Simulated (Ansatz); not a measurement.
Start of a relaxation of MgS:

```
CELL_PARAMETERS angstrom
3.87200 0.00000 0.00000
-1.93600 3.35325 0.00000
0.00000 0.00000 12.64583
ATOMIC_POSITIONS crystal
Mg 0.00000 0.00000 0.09375
Mg 0.00000 0.00000 0.59375
Mg 0.33333 0.66667 0.34375
Mg 0.66667 0.33333 0.84375
S 0.00000 0.00000 0.40625
S 0.00000 0.00000 0.90625
S 0.33333 0.66667 0.15625
S 0.66667 0.33333 0.65625
```

These are results of Ansatz 0.2.0, DFT PBE, scalar-relativistic, plane waves, PAW, not measurements. Cutoff 420 eV, Gaussian smearing, Γ-centred meshes. Cell and atoms relax first on a coarse mesh and then on a converged one. In between, the cell is made exact in the group found at 0.06 Å. The steps can't lower the symmetry of their start. No spin polarisation.

A guess keeps its type if space group and coordination stay and the shape of the cell changes little (axis ratios within about 15 %, angles within 6°); the volume may change.

Question: Does it keep its structure type, or change into something else?

Answer: It keeps its type. The symmetry stays P6_3mc (No. 186). The volume per atom grows by 12.6 %, from 20.5 to 23.1 Å³. The shortest distance goes from 2.37 Å (Mg–S) to 2.46 Å (Mg–S). The ratio c/a of the conventional cell changes by a factor of 0.99. Counting neighbours within 15 % of an atom's shortest distance, the start has Mg 4, S 4 and the end Mg 4, S 4.

The last run used a 6×6×2 mesh (in the run's order of axes) for its 8-atom cell and Gaussian smearing of 0.02 eV. A later test with randomly moved atoms came back to the same energy, though modes that don't fit the test's cell weren't probed.
